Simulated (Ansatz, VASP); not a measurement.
**One calculation of TiTe2, two programs**

```xyz
3
Lattice="3.7770 0.0000 0.0000 -1.8885 3.2710 0.0000 0.0000 0.0000 6.4980" Properties=species:S:1:pos:R:3 pbc="T T T"
Ti    0.0000    0.0000    0.0000
Te    1.8885    1.0903    1.7077
Te    0.0000    2.1807    4.7903
```

Alike in both runs: task single point; functional PBE; k mesh 2 × 2 × 1; no spin polarisation.

|  | VASP | Ansatz |
| --- | --- | --- |
| version | VASP 6.6.1 | Ansatz 0.2.0 |
| potentials or method | VASP PAW PBE potentials, release 64 (Ti_sv, Te) | plane waves, PAW |
| plane-wave cutoff (eV) | 520 | 420 |
| occupations | methfessel-paxton of order 1, width 0.1 eV | cold, width 0.1 eV |
| valence electrons in the cell | 24 | 44 |

```csv
,VASP,Ansatz,Ansatz less VASP
pressure (GPa),-0.2,-0.1,+0.09
largest component of the traceless stress (GPa),4.77,4.62,-0.154
```

The two sets of potentials don't hold the same shells in valence.

Caveats: the k mesh is coarse (spacing up to 0.97 Å⁻¹), so the values aren't converged; this functional lacks dispersion, which binds the layers, so the pressure and a relaxed spacing across them are unreliable. Spin-orbit coupling is left out, which matters for the levels of Te.
